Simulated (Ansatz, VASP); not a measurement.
## HgTe in VASP and in Ansatz

The input INCAR:

```
SYSTEM = HgTe
PREC     = Accurate       ! precision mode
ENCUT    = 520            ! plane-wave cutoff, eV
EDIFF    = 1E-6           ! SCF threshold, eV
ISMEAR   = -1             ! smearing method
SIGMA    = 0.5            ! smearing width, eV
LREAL    = .False.        ! projectors in reciprocal space
LASPH    = .True.         ! aspherical terms in the spheres
NELM     = 60             ! most SCF steps
ALGO     = Normal         ! electronic algorithm
ISIF     = 2              ! what is computed and relaxed
LWAVE    = .False.        ! write WAVECAR
LCHARG   = .False.        ! write CHGCAR
GGA      = PE             ! functional
NBANDS   = 16             ! bands
```

Contents of KPOINTS:

```
regular mesh
0
Gamma
  6 6 6
  0 0 0
```

POSCAR

```
HgTe
1.0
    0.0000000000      3.0204014056      3.0204014056
    3.0204014056      0.0000000000      3.0204014056
    3.0204014056      3.0204014056      0.0000000000
Hg Te
1 1
Direct
    0.0000000000      0.0000000000      0.0000000000
    0.5000000000      0.5000000000      0.5000000000
```

Input for Ansatz:

```yaml
crystal:
  lattice:
    - [0.0, 3.0204014056, 3.0204014056]
    - [3.0204014056, 0.0, 3.0204014056]
    - [3.0204014056, 3.0204014056, 0.0]
  atoms:
    - { symbol: Hg, position: [0.0, 0.0, 0.0] }
    - { symbol: Te, position: [0.5, 0.5, 0.5] }
kpoints:
  mp_grid: { grid: [6, 6, 6] }
hamiltonian:
  xc: pbe
scf:
  occupations: { method: fermi_dirac, width: 0.5 }
  n_extra_bands: 4
output:
  forces: true
  stress: true
  eigenvalues: true
```

Alike in both runs: task single point; functional PBE; k mesh 6 × 6 × 6; occupations fermi-dirac, width 0.5 eV; no spin polarisation.

|  | VASP | Ansatz |
| --- | --- | --- |
| version | VASP 6.6.1 | Ansatz 0.2.0 |
| potentials or method | VASP PAW PBE potentials, release 64 (Hg, Te) | plane waves |
| plane-wave cutoff (eV) | 520 | 420 |
| valence electrons in the cell | 18 | 36 |

VASP gave:

| Item | Value |
| --- | --- |
| pressure (GPa) | 4.1 |

Q: What did Ansatz give for the same quantities?

A: Pressure (GPa): 3.9.

With one functional, cell and mesh, what is left measures potentials, basis and numerics. The two sets of potentials don't hold the same shells in valence.

The runs have no spin-orbit coupling, so splittings on Hg, Te are missing.
